The bulk modulus $B$ measures how strongly a crystal resists uniform compression. It depends on the volume at which it is taken, and each computed modulus below belongs to the volume where that calculation has its own energy minimum. This need not be the listed volume of the given cell.

GPAW 26.7.0, revPBE+D4 with plane waves, for eight crystals, without spin polarisation or spin-orbit coupling and with Fermi-Dirac smearing of 0.05 eV. Each computed bulk modulus is taken at the minimum of a curve fitted to the energies at seven volumes, from 94 to 106% of the volume of the given cell.

```tsv
formula	space group	volume of the given cell (Å³/atom)	potentials or basis	wave cutoff (eV)	k-mesh	computed bulk modulus (GPa)	measured bulk modulus (GPa)	source	computed over measured, less one (%)
PbS	Fm-3m	26.09	GPAW PAW data sets (gpaw data 1.2.1)	600	6x6x6	43.6	51	arXiv:cond-mat/0210013 (2002)	-14.5
Ge	Fd-3m	22.64	GPAW PAW data sets (gpaw data 1.2.1)	600	8x8x8	65.6	75.8	arXiv:1908.00180 (2019)	-13.5
Al	Fm-3m	16.60	GPAW PAW data sets (gpaw data 1.2.1)	600	11x11x11	90.9	76.9	pmc:3831299 (2013)	18.2
ZnS	F-43m	19.73	GPAW PAW data sets (gpaw data 1.2.1)	600	7x7x7	76.8	76.9	arXiv:0911.5022 (2009)	-0.1
Cu	Fm-3m	11.81	GPAW PAW data sets (gpaw data 1.2.1)	600	13x13x13	165.7	139	pmc:10161880 (2023)	19.2
BAs	F-43m	13.63	GPAW PAW data sets (gpaw data 1.2.1)	800	8x8x8	145	148	arXiv:1911.11281 (2019)	-2.0
Ir	Fm-3m	14.06	GPAW PAW data sets (gpaw data 1.2.1)	600	12x12x12	389.1	339	pmc:6586894 (2019)	14.8
C	Fd-3m	5.67	GPAW PAW data sets (gpaw data 1.2.1)	800	10x10x10	448.6	442	arXiv:cond-mat/0702656 (2007)	1.5
```

**(a) The three metals Al, Cu and Ir come out 15 to 19% stiffer than measured, while C, BAs and ZnS agree within 2%. Does the calculation describe metallic bonding worse, or does it compare crystals at the wrong volumes?**

*Solution.* Take the modulus at the listed cell instead. By definition $B=-V\,dP/dV$, with $V$ the volume and $P$ the pressure. For Al the same run gives −2.99 GPa at 2% less than the listed volume and −5.82 GPa at 2% more, so $B\approx 2.83/0.04\approx 71$ GPa.

This is 8% below the measured value, whereas the table shows an excess of 18%. Aluminium's own minimum lies at a volume 5.4% smaller, and there the lattice is much stiffer. The resistance to squeezing grows as the crystal shrinks: in Al each percent of volume lost adds between 4 and 5% to the modulus. Copper behaves alike: its excess also turns into a small deficit at the listed cell.

The good agreement of ZnS and BAs does not survive the same test. At their listed cells they are 9% and 13% too soft, and a contraction of 2 to 3% hides it. Diamond changes less. A modulus that matches experiment is therefore worth little until the volume behind it has been checked.

The table has no measured volumes, but the listed cells are close to the usual room-temperature ones, by rough recollection. Some contraction is legitimate, since the calculation leaves out thermal expansion and zero-point motion.

**(b) Why do Al and Cu shrink most?**

*Solution.* Two pressures compete at the listed cell. The dispersion correction D4 adds an attraction between atoms and pulls inward. The density functional revPBE, without that correction, pushes outward in every row, so a neighbouring series computed without D4 would have all these crystals expand.

If the net pressure is small, the relative change of volume is about $P/B$. For Al the net pressure is −4.5 GPa, and $-4.5/71$ gives a contraction of about 6%. The full curve gives 5.4%, because the crystal stiffens as it shrinks. This estimate has no adjustable constant, but it uses the same run and so tests only the reasoning.

A strong pull is not what singles out Al: its D4 pressure is about 5 GPa, much as in ZnS and well below the 13 GPa in diamond. What Al lacks is resistance, since revPBE pushes outward with less than 1 GPa. In Cu the pull is nearly twice the push. In diamond it is about twice the push as well, so this balance alone does not decide. Stiffness matters too: diamond has the largest net inward pressure, 6.8 GPa, yet shrinks by only 1.3%, because at the listed cell it is about six times as stiff as aluminium.

Theory offers a reason in the limit of a uniform electron gas. revPBE favours strongly varying densities, and so stretched bonds, but in a nearly uniform density this preference has little to act on. Conduction electrons also screen the attraction between atoms, which a sum over atoms describes poorly. Aluminium is close to this limit; copper, with its filled d shell, is further away. The pressures fit this argument but do not prove it.

D4 does not stiffen a lattice directly. At fixed volume it lowers the modulus in every row, because its attraction steepens as atoms approach. It raises the modulus only by shrinking the crystal.

**(c) Which rows need another explanation?**

*Solution.* Iridium does. Pull and push largely cancel, and the lattice is so stiff that it shrinks by less than 1%. At the listed cell it is still 11% stiffer than measured, so volume is not the main cause. The reference may be low: against a rough recalled 360 GPa, the listed excess would be 8% instead of 15%. Missing spin-orbit coupling and the functional itself also remain possible causes.

Germanium follows the mechanism in reverse. Here the outward push wins, the crystal expands by 1.7%, and the modulus falls from 72 to 66 GPa. That accounts for more than half of its deficit. Its band gap also closes on the k-mesh as the cell grows, although real germanium is a semiconductor; how much this affects the modulus cannot be separated here.

Lead sulfide is not shown to be soft at all. At the largest volume its pressure jumps back up instead of falling further, and this bends the fitted curve. The points around the listed cell give about 53 GPa, close to the measured 51 GPa, though spin-orbit coupling is left out here too. The jump comes from D4: in the last step its energy changes by only about half as much as in the step before, while the energy without D4 stays smooth. D4 sets the strength of its attraction by counting neighbours, and a change in this count as the bonds stretch may be the reason.

The printed output after this text gives the modulus at the listed cell for every crystal. Its D4 columns need a correction: the program reads the D4 energy as a value per atom, but the runs give it per cell. For PbS, Ge, ZnS, BAs and C, which have two atoms in the cell, the D4 pressure and the D4 part of the modulus must be halved. The pressure without D4 is then the total pressure minus the halved D4 pressure. The values in this text include that correction.

Printed output of the fit:

```
Modulus at the fitted volume and at the given cell:
  row  fitted volume over given less one (%)  modulus at given cell (GPa)  that over measured less one (%)  listed modulus over that at given cell less one (%)
  PbS                                -0.2106                        52.81                            3.556                                               -17.45
   Ge                                  1.715                        71.79                           -5.288                                               -8.624
   Al                                 -5.407                        70.74                           -8.014                                                 28.5
  ZnS                                 -2.194                        69.65                           -9.424                                                10.26
   Cu                                 -3.752                        135.3                           -2.655                                                22.46
  BAs                                 -2.549                        129.4                           -12.53                                                12.01
   Ir                                -0.7319                        375.5                            10.77                                                3.616
    C                                 -1.334                        426.1                           -3.607                                                5.291
Pressures at the given cell and D4 part of the modulus:
  row  D4 pressure (GPa)  pressure without D4 (GPa)  total pressure (GPa)  D4 pull over outward pressure  D4 part of modulus at fixed volume (GPa)
  PbS             -6.853                      6.801              -0.05249                          1.008                                    -18.73
   Ge             -8.136                      9.269                 1.132                         0.8778                                    -15.75
   Al             -5.325                     0.8398                -4.486                          6.341                                    -10.86
  ZnS             -10.75                       9.08                -1.671                          1.184                                    -21.52
   Cu             -12.87                      6.925                 -5.95                          1.859                                    -24.42
  BAs              -17.8                      14.19                -3.611                          1.254                                    -39.97
   Ir              -16.3                      13.37                -2.922                          1.219                                    -32.48
    C             -25.78                      18.98                -6.798                          1.358                                    -43.09
mean size of the error at the fitted volumes (%): 10.47
mean size of the error at the given cells (%): 6.981
number of rows softer than measured at the given cell: 6
Al, percent of modulus per percent of volume: 4.512
Cu, percent of modulus per percent of volume: 5.298
PbS, fitted pressure derivative of the modulus: 18.85
smallest pressure derivative in the other rows: 3.734
largest pressure derivative in the other rows: 5.676
PbS, modulus from the three central energies (GPa): 53.38
Ir, listed modulus over a rough recalled 360 GPa less one (%): 8.083
```
